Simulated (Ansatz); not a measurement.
Gd in Ansatz: the effect of functional

The system is Gd.

```xyz
2
Lattice="3.7073 0.0000 0.0000 -1.8537 3.2106 0.0000 0.0000 0.0000 5.8960" Properties=species:S:1:pos:R:3 pbc="T T T"
Gd    1.8537    1.0702    4.4220
Gd    0.0000    2.1404    1.4740
```

The cell isn't the ideal one: volume scaled by 1.06.

Alike in all runs:

* Program: Ansatz 0.2.0
* Task: single point
* Potentials or basis: Ansatz PAW
* k mesh: 8 × 8 × 5
* Occupations: fermi-dirac, width 0.05 eV
* Spin: collinear spin, ferromagnetic start
* Starting moments: [7.0, 7.0] μB

| functional | cutoff | pressure (GPa) | moment (μB) |
| --- | --- | --- | --- |
| LDA | 420 eV (not typed: the program's choice for these potentials) | -5.1 | 15.10 |
| r2SCAN | 500 eV (not typed: the program's choice for these potentials) | ? | ? |
| PBE | 420 eV (not typed: the program's choice for these potentials) | -1.3 | 15.26 |

**Question.** What does the run with functional r2SCAN give?

**Answer.** Pressure -1.3 GPa; moment 15.89 μB.

Caveats: the PAW data sets come from PBE, with cores solved anew for the run's functional, which leaves a small shift of forces and pressure (some runs); the magnetic or orbital state may not be the lowest (some runs).
